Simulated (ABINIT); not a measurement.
**MgO (Fm-3m): G0W0 in ABINIT against the plane-wave cutoff**

Wanted: the cheapest plane-wave cutoff that holds the gap of MgO (Fm-3m).

Method: PBE and many-body steps on it, plane waves, in ABINIT 10.8.3.

This is a report of a sequence of runs, with most program output left out.

**1. The structure**

It takes space group Fm-3m (No. 225, cubic). The conventional cell has a = 4.194 Å, b = 4.194 Å, c = 4.194 Å, α = 90.00°, β = 90.00°, γ = 90.00°. Nearest to Mg lie 6 O at 2.10 Å. Nearest to O lie 6 Mg at 2.10 Å. Farther neighbours and most contacts between anions are not listed.

As a file:

```cif
data_structure
_symmetry_space_group_name_H-M 'Fm-3m'
_symmetry_Int_Tables_number 225
_cell_length_a 4.1940
_cell_length_b 4.1940
_cell_length_c 4.1940
_cell_angle_alpha 90.000
_cell_angle_beta 90.000
_cell_angle_gamma 90.000
_cell_volume 73.77
loop_
_atom_site_label
_atom_site_type_symbol
_atom_site_symmetry_multiplicity
_atom_site_Wyckoff_symbol
_atom_site_fract_x
_atom_site_fract_y
_atom_site_fract_z
_atom_site_occupancy
Mg1 Mg 4 a 0.00000 0.00000 0.00000 1
O1 O 4 b 0.50000 0.00000 0.00000 1
```

The cell and positions are those that the Materials Project relaxed with its own functionals (PBE, PBE+U or r2SCAN), kept fixed.

**2. Empty states on the mesh, 6×6×6 mesh, 351 bands**

This step: ABINIT 10.8.3; DFT, PBE, plane waves, norm-conserving pseudopotentials.

The sums over transitions need many empty states on a uniform mesh; this step solves for them.

Contents of run.abi:

```
acell 3*1.0 Angstrom
rprim 
  -0.000000000000 2.097001392700 2.097001392700
  2.097001392700 0.000000000000 2.097001392700
  2.097001392700 2.097001392700 0.000000000000
ntypat 2
znucl 12 8
natom 2
typat 1 2
xred 
  0.000000000000 0.000000000000 0.000000000000
  0.500000000000 0.500000000000 0.500000000000
pp_dirpath "pseudos"
pseudos "Mg.upf, O.upf"
ecut 38
ngkpt 6 6 6
nshiftk 1
shiftk 0 0 0
kptopt 1
chksymbreak 0
irdden 1
istwfk *1
nband 351
prtvol 0
optdriver 6
gwr_task "HDIAGO"
paral_kgb 0
occopt 1
indata_prefix "in"
outdata_prefix "out"
tmpdata_prefix "tmp"
```

Run with:

```console
> OMP_NUM_THREADS=1 mpirun -n 8 abinit run.abi > log
```

Elapsed: 4.2 s, on 8 MPI ranks of Intel Xeon 6975P-C (Granite Rapids), shared host; peak memory 0.91 GiB.

Numbers from this step:

```yaml
gap: 4.895 eV
k_of_the_valence_top: 0, 0, 0
k_of_the_conduction_bottom: 0, 0, 0
least_direct_gap: 4.895 eV
k_points_computed: 16
lowest_point_of_the_top_converged_band_above_the_valence_top: 385.1067 eV
```

On this mesh the gap is 4.895 eV.

The density comes from a self-consistent run that is not shown.

**3. Empty states on the mesh, 6×6×6 mesh, 100 bands**

Edit run.abi of step 2 so:

```diff
@@ -14,3 +14,3 @@
 pseudos "Mg.upf, O.upf"
-ecut 38
+ecut 23
 ngkpt 6 6 6
@@ -22,3 +22,3 @@
 istwfk *1
-nband 351
+nband 100
 prtvol 0
```

Wall time 1.9 s (8 MPI ranks); peak memory 0.09 GiB; 14 s of CPU time.

This step gave:

```
gap                                                           : 4.659 eV
k of the valence top                                          : 0, 0, 0
k of the conduction bottom                                    : 0, 0, 0
least direct gap                                              : 4.659 eV
k points computed                                             : 16
lowest point of the top converged band, above the valence top : 145.2040 eV
```

On this mesh the gap is 4.659 eV.

**4. Empty states on the mesh, 6×6×6 mesh, 100 bands**

Edit run.abi of step 3 so:

```diff
@@ -14,3 +14,3 @@
 pseudos "Mg.upf, O.upf"
-ecut 23
+ecut 30
 ngkpt 6 6 6
```

It took 2.6 s on 8 MPI ranks; peak memory 0.13 GiB.

Numbers from this step:

- gap: 4.864 eV
- k of the valence top: 0, 0, 0
- k of the conduction bottom: 0, 0, 0
- least direct gap: 4.864 eV
- k points computed: 16
- lowest point of the top converged band, above the valence top: 145.2253 eV

On this mesh the gap is 4.864 eV.

**5. Empty states on the mesh, 6×6×6 mesh, 100 bands**

Edit run.abi of step 4 so:

```diff
@@ -14,3 +14,3 @@
 pseudos "Mg.upf, O.upf"
-ecut 30
+ecut 48
 ngkpt 6 6 6
```

Elapsed: 7.9 s, on 8 MPI ranks; peak memory 2.2 GiB.

Numbers from this step:

```
gap                                                           : 4.895 eV
k of the valence top                                          : 0, 0, 0
k of the conduction bottom                                    : 0, 0, 0
least direct gap                                              : 4.895 eV
k points computed                                             : 16
lowest point of the top converged band, above the valence top : 144.9187 eV
```

On this mesh the gap is 4.895 eV.

**6. Screening, 6×6×6 mesh, 92 bands, screening to 261.2 eV**

The RPA dielectric matrix is built and inverted for each q.

This step: RPA screening on PBE, plane waves, norm-conserving pseudopotentials.

Edit run.abi of step 5 so:

```diff
@@ -14,3 +14,3 @@
 pseudos "Mg.upf, O.upf"
-ecut 48
+ecut 23
 ngkpt 6 6 6
@@ -20,10 +20,11 @@
 chksymbreak 0
-irdden 1
 istwfk *1
-nband 100
-prtvol 0
-optdriver 6
-gwr_task "HDIAGO"
-paral_kgb 0
 occopt 1
+irdwfk 1
+optdriver 3
+nband 92
+ecuteps 9.6
+inclvkb 2
+awtr 1
+symchi 1
 indata_prefix "in"
```

The job ended after 11 s (8 MPI ranks; peak memory 0.96 GiB; 84 s of CPU time).

This step gave:

```yaml
eps_infinity_with_local_fields_on_this_mesh_along_the_program_s_q_direction: 3.065
the_same_without_local_fields: 3.290
plasma_frequency: 34.59 eV
plane_waves_in_the_screening_matrix: 169
```

Local fields lower ε∞ by 7 %.

**7. 23 Ha**

This step: G0W0 on PBE, plane waves, norm-conserving pseudopotentials.

Edit run.abi of step 6 so:

```diff
@@ -23,8 +23,15 @@
 irdwfk 1
-optdriver 3
+optdriver 4
 nband 92
+gwcalctyp 0
+ecutsigx 23
+symsigma 1
+nkptgw 1
+kptgw 
+  0.0000000000 0.0000000000 0.0000000000
+bdgw 
+  6 12
 ecuteps 9.6
-inclvkb 2
-awtr 1
-symchi 1
+irdscr 1
+ppmodel 1
 indata_prefix "in"
```

Elapsed: 2.7 s, on 8 MPI ranks; peak memory 0.13 GiB.

Numbers from this step:

```yaml
g0w0_gap_on_the_points_computed: 6.93 eV
starting_gap_on_the_mesh: 4.659 eV
k_of_the_valence_top: 0, 0, 0
k_of_the_conduction_bottom: 0, 0, 0
z_at_the_valence_top: 0.809
z_at_the_conduction_bottom: 0.856
least_direct_g0w0_gap_on_the_computed_points: 6.93 eV
```

**8. Screening, 6×6×6 mesh, 92 bands, screening to 261.2 eV**

This step: RPA screening on PBE, plane waves, norm-conserving pseudopotentials.

Edit run.abi of step 7 so:

```diff
@@ -14,3 +14,3 @@
 pseudos "Mg.upf, O.upf"
-ecut 23
+ecut 30
 ngkpt 6 6 6
@@ -23,15 +23,8 @@
 irdwfk 1
-optdriver 4
+optdriver 3
 nband 92
-gwcalctyp 0
-ecutsigx 23
-symsigma 1
-nkptgw 1
-kptgw 
-  0.0000000000 0.0000000000 0.0000000000
-bdgw 
-  6 12
 ecuteps 9.6
-irdscr 1
-ppmodel 1
+inclvkb 2
+awtr 1
+symchi 1
 indata_prefix "in"
```

It took 26 s on 8 MPI ranks; peak memory 1.2 GiB; 3.4 min of CPU time.

This step gave:

```
ε∞ with local fields, on this mesh, along the program's q direction : 3.020
the same without local fields                                       : 3.240
plasma frequency                                                    : 34.59 eV
plane waves in the screening matrix                                 : 169
```

**9. 30 Ha**

The self-energy is evaluated for the states that the input lists, and the levels follow from it, in one-shot runs by the linearised quasiparticle equation.

This step: G0W0 on PBE, plane waves, norm-conserving pseudopotentials.

Edit run.abi of step 8 so:

```diff
@@ -23,8 +23,15 @@
 irdwfk 1
-optdriver 3
+optdriver 4
 nband 92
+gwcalctyp 0
+ecutsigx 30
+symsigma 1
+nkptgw 1
+kptgw 
+  0.0000000000 0.0000000000 0.0000000000
+bdgw 
+  6 12
 ecuteps 9.6
-inclvkb 2
-awtr 1
-symchi 1
+irdscr 1
+ppmodel 1
 indata_prefix "in"
```

The job ended after 2.9 s (8 MPI ranks; peak memory 0.16 GiB).

This step gave:

* G0W0 gap on the points computed: 7.161 eV
* starting gap on the mesh: 4.864 eV
* k of the valence top: 0, 0, 0
* k of the conduction bottom: 0, 0, 0
* Z at the valence top: 0.808
* Z at the conduction bottom: 0.855
* least direct G0W0 gap on the computed points: 7.161 eV

The gap on the mesh goes from 4.86 eV to 7.16 eV, a correction of +2.30 eV.

**10. Screening, 6×6×6 mesh, 92 bands, screening to 261.2 eV**

This step: RPA screening on PBE, plane waves, norm-conserving pseudopotentials.

Edit run.abi of step 9 so:

```diff
@@ -14,3 +14,3 @@
 pseudos "Mg.upf, O.upf"
-ecut 30
+ecut 38
 ngkpt 6 6 6
@@ -23,15 +23,8 @@
 irdwfk 1
-optdriver 4
+optdriver 3
 nband 92
-gwcalctyp 0
-ecutsigx 30
-symsigma 1
-nkptgw 1
-kptgw 
-  0.0000000000 0.0000000000 0.0000000000
-bdgw 
-  6 12
 ecuteps 9.6
-irdscr 1
-ppmodel 1
+inclvkb 2
+awtr 1
+symchi 1
 indata_prefix "in"
```

Elapsed: 27 s, on 8 MPI ranks; peak memory 1.3 GiB; 3.5 min of CPU time.

Numbers from this step:

- ε∞ with local fields, on this mesh, along the program's q direction: 3.016
- the same without local fields: 3.236
- plasma frequency: 34.59 eV
- plane waves in the screening matrix: 169

**11. 38 Ha**

This step: G0W0 on PBE, plane waves, norm-conserving pseudopotentials.

Edit run.abi of step 10 so:

```diff
@@ -23,8 +23,15 @@
 irdwfk 1
-optdriver 3
+optdriver 4
 nband 92
+gwcalctyp 0
+ecutsigx 38
+symsigma 1
+nkptgw 1
+kptgw 
+  0.0000000000 0.0000000000 0.0000000000
+bdgw 
+  6 12
 ecuteps 9.6
-inclvkb 2
-awtr 1
-symchi 1
+irdscr 1
+ppmodel 1
 indata_prefix "in"
```

Run time: 3.1 s. Hardware: 8 MPI ranks; peak memory 0.83 GiB.

Numbers from this step:

```yaml
g0w0_gap_on_the_points_computed: 7.201 eV
starting_gap_on_the_mesh: 4.895 eV
k_of_the_valence_top: 0, 0, 0
k_of_the_conduction_bottom: 0, 0, 0
least_direct_g0w0_gap_on_the_computed_points: 7.201 eV
```

Against the run before, the gap moves by +0.040 eV.

**12. Screening, 6×6×6 mesh, 92 bands, screening to 261.2 eV**

This step: RPA screening on PBE, plane waves, norm-conserving pseudopotentials.

Edit run.abi of step 11 so:

```diff
@@ -14,3 +14,3 @@
 pseudos "Mg.upf, O.upf"
-ecut 38
+ecut 48
 ngkpt 6 6 6
@@ -23,15 +23,8 @@
 irdwfk 1
-optdriver 4
+optdriver 3
 nband 92
-gwcalctyp 0
-ecutsigx 38
-symsigma 1
-nkptgw 1
-kptgw 
-  0.0000000000 0.0000000000 0.0000000000
-bdgw 
-  6 12
 ecuteps 9.6
-irdscr 1
-ppmodel 1
+inclvkb 2
+awtr 1
+symchi 1
 indata_prefix "in"
```

It took 21 s on 8 MPI ranks; peak memory 1.4 GiB; 2.7 min of CPU time.

This step gave:

* ε∞ with local fields, on this mesh, along the program's q direction: 3.016
* the same without local fields: 3.236
* plasma frequency: 34.59 eV
* plane waves in the screening matrix: 169

**13. 48 Ha**

This step: G0W0 on PBE, plane waves, norm-conserving pseudopotentials.

Edit run.abi of step 12 so:

```diff
@@ -23,8 +23,15 @@
 irdwfk 1
-optdriver 3
+optdriver 4
 nband 92
+gwcalctyp 0
+ecutsigx 48
+symsigma 1
+nkptgw 1
+kptgw 
+  0.0000000000 0.0000000000 0.0000000000
+bdgw 
+  6 12
 ecuteps 9.6
-inclvkb 2
-awtr 1
-symchi 1
+irdscr 1
+ppmodel 1
 indata_prefix "in"
```

Elapsed: 3.1 s, on 8 MPI ranks; peak memory 1.4 GiB.

This step gave:

- G0W0 gap on the points computed: 7.203 eV
- starting gap on the mesh: 4.895 eV
- k of the valence top: 0, 0, 0
- k of the conduction bottom: 0, 0, 0
- least direct G0W0 gap on the computed points: 7.203 eV

Against the run before, the gap moves by +0.002 eV.

**14. Side by side**

Times are wall times on 8 MPI ranks of Intel Xeon 6975P-C (Granite Rapids), shared host, good to a factor of about two. A run's time includes the screening step that it read.

| run | mesh | bands | screening cutoff (eV) | DFT gap (eV) | gap on the mesh (eV) | direct (eV) | ε∞ used | time |
| --- | --- | --- | --- | --- | --- | --- | --- | --- |
| 23 Ha | 6×6×6 | 92 | 261.2 | 4.659 | 6.930 | 6.930 | 3.06 | 14 s |
| 30 Ha | 6×6×6 | 92 | 261.2 | 4.864 | 7.161 | 7.161 | 3.02 | 29 s |
| 38 Ha | 6×6×6 | 92 | 261.2 | 4.895 | 7.201 | 7.201 | 3.02 | 30 s |
| 48 Ha | 6×6×6 | 92 | 261.2 | 4.895 | 7.203 | 7.203 | 3.02 | 24 s |

**15. Summary of results**

| Quantity | Value |
| --- | --- |
| 23 Ha | 6.930 eV |
| 30 Ha | 7.161 eV |
| 38 Ha | 7.201 eV |
| 48 Ha | 7.203 eV |
| known limits | not at the basis limit |

The setting moved: plane-wave cutoff. From 23 Ha to 48 Ha the gap moves by +0.27 eV. It holds to 0.03 eV from 38 Ha on. Bands and screening cutoff are coupled, so a series along one setting does not show full convergence. Bands and cutoff are finite, so the gap is not at the basis limit. The miss can reach some tenths of an eV and take either sign; the mesh is an error of its own. In the G0W0 runs levels were corrected at 1 k point alone, so a gap called «on the mesh» is the least over those, and an edge elsewhere would be missed.

[Paths, hosts, dates, memory and timing lines, banners, echoed tables and standing remarks are left out of the program output.]

[Logs are printed without paths, hosts, clocks, repeated set-up lines and the standing remarks that a program may print on its own settings, such as how far it seeks lower states.]

[Runs of the session that timed out or met a known fault of the program may be left out.]

[Hosts, paths, dates, database ids (printed as entryN), source tags and the programs' standing remarks are cut or masked in the printed files.]

[G0W0 gaps are taken among the corrected bands and points alone; a level outside them can change the order at an edge.]

[Where Ansatz stands beside ABINIT at settings called matched, ABINIT's density can come from a denser mesh and the files from another edition; pairs whose starting gaps differed by over 0.03 eV were left out, so agreement reads better than it is.]
